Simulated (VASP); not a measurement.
**CdTe in VASP: one cell, several levels of theory, part 1 of 2**

CdTe built on the zincblende prototype, under -2.0 % strain along z alone is computed at one geometry. Runs: PBE, r2SCAN. The results are then set beside those of Ansatz 0.2.0 for the same cell.

Program: VASP 6.6.1. PAW datasets, plane waves. No spin polarisation and no zero-point or thermal motion.

## (1) The structure to begin with

The cell comes from an earlier relaxation with r2SCAN in another program, then strained, with the atoms relaxed again.

It is tetragonal, I-4m2 (No. 119); conventional cell a = 4.639 Å, c = 6.429 Å, 34.58 Å³ an atom. Near Cd stand 4 Te at 2.82 Å; near Te stand 4 Cd at 2.82 Å.

Coordinates:

```cif
data_structure
_symmetry_space_group_name_H-M 'I-4m2'
_symmetry_Int_Tables_number 119
_cell_length_a 4.6386
_cell_length_b 4.6386
_cell_length_c 6.4287
_cell_angle_alpha 90.000
_cell_angle_beta 90.000
_cell_angle_gamma 90.000
_cell_volume 138.32
loop_
_atom_site_label
_atom_site_type_symbol
_atom_site_symmetry_multiplicity
_atom_site_Wyckoff_symbol
_atom_site_fract_x
_atom_site_fract_y
_atom_site_fract_z
_atom_site_occupancy
Cd1 Cd 2 a 0.00000 0.00000 0.00000 1
Te1 Te 2 c 0.00000 0.50000 0.25000 1
```

## (2) PBE

Input file INCAR:

```
ENCUT = 520.000000
SIGMA = 0.020000
EDIFF = 1.00e-07
GGA = PE
PREC = Accurate
IBRION = -1
ISIF = 2
ISMEAR = -1
NBANDS = 16
NELM = 120
NSW = 0
LASPH = .TRUE.
LCHARG = .FALSE.
LWAVE = .FALSE.
LREAL = .FALSE.
```

Input file KPOINTS:

```
KPOINTS created by Atomic Simulation Environment
0
Gamma
6 6 6
0 0 0
```

Input file KPOINTS_OPT:

```
special points
6
Reciprocal
0.0000000000 0.0000000000 0.0000000000 1
-0.5000000000 -0.5000000000 0.0000000000 1
-0.3750000000 -0.3750000000 0.2500000000 1
-0.3750000000 0.0000000000 0.3750000000 1
0.0000000000 0.0000000000 0.5000000000 1
-0.5000000000 -0.2500000000 0.2500000000 1
```

Input file POSCAR:

```
Cd Te
 1.0000000000000000
     0.0000000000000000    3.2799551162000000    3.2143560137999998
     3.2799551162000000    0.0000000000000000    3.2143560137999998
     3.2799551162000000    3.2799551162000000    0.0000000000000000
 Cd  Te
   1   1
Cartesian
  0.0000000000000000  0.0000000000000000  0.0000000000000000
  1.6399775581000000  1.6399775581000000  1.6071780069000003
```

Potentials: the recommended PBE PAW datasets, 18 valence electrons in the neutral cell.

On the command line:

```sh
$ mpirun -np 1 vasp_std
```

Printed to the terminal (iteration lines stand in OSZICAR):

```text
POSCAR found type information on POSCAR CdTe
 POSCAR found :  2 types and       2 ions
 LDA part: xc-table for (Slater+PW92), standard interpolation
 POSCAR, INCAR and KPOINTS ok, starting setup
 FFT: planning ... GRIDC
 FFT: planning ... GRID_SOFT
 FFT: planning ... GRID
 WAVECAR not read
 entering main loop
 Start KPOINTS_OPT (optional k-point list driver)
k-point batch [1-6\6]
```

OSZICAR:

```text
N       E                     dE             d eps       ncg     rms          rms(c)
DAV:   1     0.981044567381E+02    0.98104E+02   -0.82070E+03   968   0.969E+02
DAV:   2    -0.148607595882E+01   -0.99591E+02   -0.94699E+02  1136   0.233E+02
DAV:   3    -0.498498887110E+01   -0.34989E+01   -0.34939E+01  1200   0.451E+01
DAV:   4    -0.501728332679E+01   -0.32294E-01   -0.32293E-01  1472   0.382E+00
DAV:   5    -0.501736791486E+01   -0.84588E-04   -0.84588E-04  1240   0.177E-01    0.542E+00
DAV:   6    -0.479956833262E+01    0.21780E+00   -0.37108E-01  1112   0.724E+00    0.446E+00
DAV:   7    -0.478396529529E+01    0.15603E-01   -0.10672E-01  1128   0.211E+00    0.171E+00
DAV:   8    -0.478490860612E+01   -0.94331E-03   -0.10725E-02  1184   0.117E+00    0.464E-01
DAV:   9    -0.478523957700E+01   -0.33097E-03   -0.96897E-04  1128   0.326E-01    0.107E-01
DAV:  10    -0.478529699498E+01   -0.57418E-04   -0.11274E-04  1296   0.102E-01    0.556E-02
DAV:  11    -0.478533669189E+01   -0.39697E-04   -0.80247E-05  1096   0.575E-02    0.373E-02
DAV:  12    -0.478533578734E+01    0.90455E-06   -0.31331E-06  1256   0.143E-02    0.233E-02
DAV:  13    -0.478533549475E+01    0.29259E-06   -0.69600E-07  1192   0.404E-03    0.127E-02
DAV:  14    -0.478533558981E+01   -0.95063E-07   -0.10031E-06  1120   0.588E-03    0.687E-03
DAV:  15    -0.478533563026E+01   -0.40453E-07   -0.68949E-08  1040   0.221E-03
   1 F= -.47853356E+01 E0= -.47853356E+01  d E =-.306238E-09
       N       E                     dE             ncg
DAV:   1     0.929707874208E+03   -0.25813E+04      192
DAV:   2     0.321275522472E+03   -0.60843E+03      240
DAV:   3     0.300690292407E+03   -0.20585E+02      208
DAV:   4     0.300512412391E+03   -0.17788E+00      320
DAV:   5     0.300512073253E+03   -0.33914E-03      224
DAV:   6     0.300512066884E+03   -0.63684E-05      312
DAV:   7     0.300512066843E+03   -0.41181E-07      200
```

The lines after F= are the extra pass for the points of KPOINTS_OPT, at fixed density; their E is not a total energy.

From OUTCAR:

```text
k-points           NKPTS =     30   k-points in BZ     NKDIM =     30   number of bands    NBANDS=     16

   NELECT =      18.0000    total number of electrons

   dimension x,y,z NGX =    36 NGY =   36 NGZ =   36
   dimension x,y,z NGXF=    72 NGYF=   72 NGZF=   72

  energy-cutoff  :      520.00
  volume of cell :       69.16
      direct lattice vectors                 reciprocal lattice vectors
     0.000000000  3.279955116  3.214356014    -0.152441110  0.152441110  0.155552153
     3.279955116  0.000000000  3.214356014     0.152441110 -0.152441110  0.155552153
     3.279955116  3.279955116  0.000000000     0.152441110  0.152441110 -0.155552153

 k-points in reciprocal lattice and weights: KPOINTS created by Atomic Simulation Env
   0.00000000  0.00000000  0.00000000       0.005
   0.16666667 -0.00000000  0.00000000       0.037
   0.33333333 -0.00000000  0.00000000       0.037
   0.50000000 -0.00000000  0.00000000       0.019
   0.16666667  0.16666667  0.00000000       0.009
   0.33333333  0.16666667  0.00000000       0.037
   0.50000000  0.16666667  0.00000000       0.037
  -0.33333333  0.16666667  0.00000000       0.037
[... 22 more k-points ...]

 E-fermi :   2.5858

 k-point     1 :       0.0000    0.0000    0.0000
  band No.  band energies     occupation
      1      -8.8759      2.00000
      2      -6.0325      2.00000
      3      -6.0325      2.00000
      4      -6.0277      2.00000
      5      -5.7842      2.00000
      6      -5.7814      2.00000
      7       2.1836      2.00000
      8       2.1836      2.00000
      9       2.2464      2.00000
     10       2.9240      0.00000
     11       6.8142      0.00000
     12       6.8195      0.00000
     13       6.8195      0.00000
     14       9.6468      0.00000
     15      11.3953      0.00000
     16      11.6584      0.00000

 k-point     2 :       0.1667   -0.0000    0.0000
  band No.  band energies     occupation
      1      -8.7798      2.00000
      2      -6.0149      2.00000
      3      -6.0116      2.00000
      4      -5.9491      2.00000
      5      -5.7846      2.00000
      6      -5.7829      2.00000
      7       0.4867      2.00000
      8       1.9554      2.00000
      9       2.0132      2.00000
     10       4.0230      0.00000
     11       6.9131      0.00000
     12       7.1401      0.00000
     13       7.1671      0.00000
     14      10.5917      0.00000
     15      10.5969      0.00000
     16      10.7868      0.00000

 k-point     3 :       0.3333   -0.0000    0.0000
  band No.  band energies     occupation
      1      -8.5882      2.00000
      2      -5.9848      2.00000
      3      -5.9804      2.00000
      4      -5.7814      2.00000
      5      -5.7791      2.00000
      6      -5.6785      2.00000
      7      -1.3130      2.00000
      8       1.5728      2.00000
      9       1.6562      2.00000
     10       4.1101      0.00000
     11       7.3854      0.00000
     12       7.4727      0.00000
     13       8.4349      0.00000
     14      10.2766      0.00000
     15      11.0736      0.00000
     16      11.0789      0.00000

 k-point     4 :       0.5000   -0.0000    0.0000
  band No.  band energies     occupation
      1      -8.4945      2.00000
      2      -5.9733      2.00000
      3      -5.9681      2.00000
      4      -5.7762      2.00000
      5      -5.7723      2.00000
      6      -5.4429      2.00000
      7      -2.1284      2.00000
      8       1.4062      2.00000
      9       1.5009      2.00000
     10       4.0032      0.00000
     11       7.3401      0.00000
     12       7.4604      0.00000
     13       9.2774      0.00000
     14      10.7931      0.00000
     15      12.4088      0.00000
     16      12.5399      0.00000

 k-point     5 :       0.1667    0.1667    0.0000
  band No.  band energies     occupation
      1      -8.7458      2.00000
      2      -5.9966      2.00000
      3      -5.9966      2.00000
      4      -5.9469      2.00000
      5      -5.7866      2.00000
      6      -5.7762      2.00000
      7       0.5121      2.00000
      8       1.5877      2.00000
      9       1.5877      2.00000
     10       4.6518      0.00000
     11       5.9148      0.00000
     12       7.7397      0.00000
     13       7.7397      0.00000
     14       9.5087      0.00000
     15      11.4401      0.00000
     16      11.6459      0.00000

 k-point     6 :       0.3333    0.1667    0.0000
  band No.  band energies     occupation
      1      -8.5865      2.00000
      2      -5.9707      2.00000
      3      -5.9622      2.00000
      4      -5.8335      2.00000
      5      -5.7694      2.00000
      6      -5.6948      2.00000
      7      -0.8607      2.00000
      8       1.1219      2.00000
      9       1.1804      2.00000
     10       5.0098      0.00000
     11       6.2223      0.00000
     12       7.9687      0.00000
     13       8.2695      0.00000
     14      10.1051      0.00000
     15      11.9092      0.00000
     16      11.9855      0.00000

 k-point     7 :       0.5000    0.1667    0.0000
  band No.  band energies     occupation
      1      -8.4645      2.00000
      2      -5.9551      2.00000
      3      -5.9478      2.00000
      4      -5.8008      2.00000
      5      -5.7697      2.00000
      6      -5.4134      2.00000
      7      -1.9218      2.00000
      8       0.6393      2.00000
      9       1.0919      2.00000
     10       4.9189      0.00000
     11       6.9372      0.00000
     12       8.0844      0.00000
     13       8.7029      0.00000
     14      11.0368      0.00000
     15      12.2514      0.00000
     16      12.5909      0.00000

 k-point     8 :      -0.3333    0.1667    0.0000
  band No.  band energies     occupation
      1      -8.4969      2.00000
      2      -5.9610      2.00000
      3      -5.9558      2.00000
      4      -5.7852      2.00000
      5      -5.7848      2.00000
      6      -5.5008      2.00000
      7      -1.6625      2.00000
      8       0.5140      2.00000
      9       1.3804      2.00000
     10       4.9773      0.00000
     11       7.1769      0.00000
     12       7.8036      0.00000
     13       8.5695      0.00000
     14      10.6579      0.00000
     15      11.3511      0.00000
     16      12.5213      0.00000

 k-point     9 :      -0.1667    0.1667    0.0000
  band No.  band energies     occupation
      1      -8.6537      2.00000
      2      -5.9946      2.00000
      3      -5.9766      2.00000
      4      -5.8216      2.00000
      5      -5.7919      2.00000
      6      -5.7659      2.00000
      7      -0.4728      2.00000
      8       1.0313      2.00000
      9       1.8268      2.00000
     10       4.8234      0.00000
     11       6.9703      0.00000
     12       7.3653      0.00000
     13       7.6577      0.00000
     14       9.8847      0.00000
     15      11.1153      0.00000
     16      12.0036      0.00000

 k-point    10 :       0.3333    0.3333    0.0000
  band No.  band energies     occupation
      1      -8.4925      2.00000
      2      -5.9185      2.00000
      3      -5.9185      2.00000
      4      -5.8708      2.00000
      5      -5.7602      2.00000
      6      -5.5762      2.00000
      7      -1.1669      2.00000
      8       0.7029      2.00000
      9       0.7029      2.00000
     10       4.8573      0.00000
     11       5.3589      0.00000
     12       9.5852      0.00000
     13       9.6479      0.00000
     14       9.6479      0.00000
     15      12.3432      0.00000
     16      14.2016      0.00000

 k-point    11 :       0.5000    0.3333    0.0000
  band No.  band energies     occupation
      1      -8.4040      2.00000
      2      -5.9154      2.00000
      3      -5.8983      2.00000
      4      -5.8481      2.00000
      5      -5.7605      2.00000
      6      -5.3384      2.00000
      7      -1.7801      2.00000
      8       0.0909      2.00000
      9       0.5671      2.00000
     10       4.9681      0.00000
     11       5.8360      0.00000
     12       9.1802      0.00000
     13       9.8331      0.00000
     14      11.2868      0.00000
     15      12.8203      0.00000
     16      13.6250      0.00000

 k-point    12 :      -0.3333    0.3333    0.0000
  band No.  band energies     occupation
      1      -8.4068      2.00000
      2      -5.9327      2.00000
      3      -5.9168      2.00000
      4      -5.8111      2.00000
      5      -5.7768      2.00000
      6      -5.2927      2.00000
      7      -1.8322      2.00000
      8      -0.3079      2.00000
      9       0.8661      2.00000
     10       5.1775      0.00000
     11       7.2547      0.00000
     12       9.0080      0.00000
     13       9.2266      0.00000
     14       9.5952      0.00000
     15      11.1488      0.00000
     16      14.5441      0.00000

[... the tables of k-points 13 to 30 left out ...]

  Total        0.8087691      0.8087691      0.9347666      0.0000000      0.0000000      0.0000000
  in kB       18.7359349     18.7359349     21.6547912      0.0000000      0.0000000      0.0000000
  external PRESSURE =      19.7088870 kB  Pullay stress =       0.0000000 kB

 POSITION                                       TOTAL-FORCE (eV/Angst)
 -----------------------------------------------------------------------------------
      0.00000      0.00000      0.00000         0.000000      0.000000     -0.000000
      1.63998      1.63998      1.60718        -0.000000     -0.000000      0.000000
 -----------------------------------------------------------------------------------
    total drift:                               -0.000000     -0.000000      0.000000

  FREE ENERGIE OF THE ION-ELECTRON SYSTEM (eV)
  ---------------------------------------------------
  free  energy   TOTEN  =        -4.7853356303 eV

  energy  without entropy=       -4.7853356300  energy(sigma->0) =       -4.78533563
```

Hardware: 1 MPI rank of Intel Xeon Platinum 8488C, shared host.

The levels at the points of KPOINTS_OPT are read from vasprun.xml.

Band energies at the special points (eV, zero at the top of v, the last band that the electrons fill by count):

```
point    v−1      v     c   c+1
    Γ  -0.06   0.00  0.68  4.57
    X  -1.91  -1.91  2.53  2.55
    U  -2.52  -1.60  2.79  4.37
    K  -2.52  -1.51  2.90  4.50
    L  -0.84  -0.75  1.76  5.09
    W  -2.31  -2.17  4.11  4.61
```

Gap with PBE: 0.68 eV, direct (Γ). The pressure is 1.97 GPa; the forces vanish within 0.01 eV/Å.

(Continued in part 2 of 2.)
